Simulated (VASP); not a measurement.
# VASP 6.6.1 run: SnO2

INCAR

```
IBRION = -1
LREAL = .FALSE.
EDIFF = 1E-7
ENCUT = 520
LASPH = .TRUE.
GGA = PS
LCHARG = .FALSE.
SIGMA = 0.01
ISIF = 2
PREC = Accurate
ISMEAR = 0
LWAVE = .FALSE.
NSW = 0
MAGMOM = 3 3 -3
ISPIN = 2
NBANDS = 20
NELM = 120
```

KPOINTS

```
KPOINTS created by Atomic Simulation Environment
0
Gamma
8 8 8
0 0 0
```

POSCAR

```
Sn O
 1.0000000000000000
     0.0000000000000000    2.5334669720086236    2.5334669720086236
     2.5334669720086236    0.0000000000000000    2.5334669720086236
     2.5334669720086236    2.5334669720086236    0.0000000000000000
 Sn  O
   1   2
Cartesian
 -0.0000000000000000  0.0000000000000000  0.0000000000000000
  1.2667334860043118  1.2667334860043118  1.2667334860043118
  3.8002004580129354  3.8002004580129354  3.8002004580129354
```

The recommended PBE PAW datasets give the neutral cell 26 valence electrons.

Command

```
mpirun -np 1 vasp_std
```

OSZICAR

```
N       E                     dE             d eps       ncg     rms          rms(c)
DAV:   1     0.247869803282E+03    0.24787E+03   -0.13082E+04  2484   0.199E+03
DAV:   2     0.100260820277E+02   -0.23784E+03   -0.22574E+03  2468   0.497E+02
DAV:   3    -0.142873023558E+02   -0.24313E+02   -0.24034E+02  2712   0.134E+02
DAV:   4    -0.149273803378E+02   -0.64008E+00   -0.63953E+00  2576   0.226E+01
DAV:   5    -0.149409056926E+02   -0.13525E-01   -0.13524E-01  2920   0.340E+00    0.271E+01
DAV:   6    -0.190782507591E+02   -0.41373E+01   -0.12230E+01  3536   0.471E+01    0.721E+00
DAV:   7    -0.191996126311E+02   -0.12136E+00   -0.11640E+00  2488   0.111E+01    0.308E+00
DAV:   8    -0.191832774740E+02    0.16335E-01   -0.62683E-02  2508   0.228E+00    0.131E+00
DAV:   9    -0.191752633361E+02    0.80141E-02   -0.24113E-02  2684   0.167E+00    0.449E-01
DAV:  10    -0.191708101767E+02    0.44532E-02   -0.29375E-03  2656   0.879E-01    0.116E-01
DAV:  11    -0.191706397942E+02    0.17038E-03   -0.60140E-04  2756   0.317E-01    0.577E-02
DAV:  12    -0.191706661236E+02   -0.26329E-04   -0.10982E-04  2528   0.146E-01    0.265E-02
DAV:  13    -0.191706794840E+02   -0.13360E-04   -0.32355E-05  2544   0.735E-02    0.153E-02
DAV:  14    -0.191706744831E+02    0.50009E-05   -0.36139E-06  2636   0.235E-02    0.297E-03
DAV:  15    -0.191706744602E+02    0.22875E-07   -0.49257E-07  2588   0.105E-02
   1 F= -.19170674E+02 E0= -.19170674E+02  d E =-.830869E-12  mag=    -0.0000
```

It converged. Results: pressure 2.8 GPa; magnetic moment of the cell 0.00 μB.

For comparison, a separate PBEsol run of the intended cell, on usual settings and not on those above, gives a gap of 0.20 eV on its mesh and a pressure of 2.8 GPa.

The run above took about 20 s on one core of a shared host (Intel Xeon 6975P-C) and held 0.19 GiB at most.
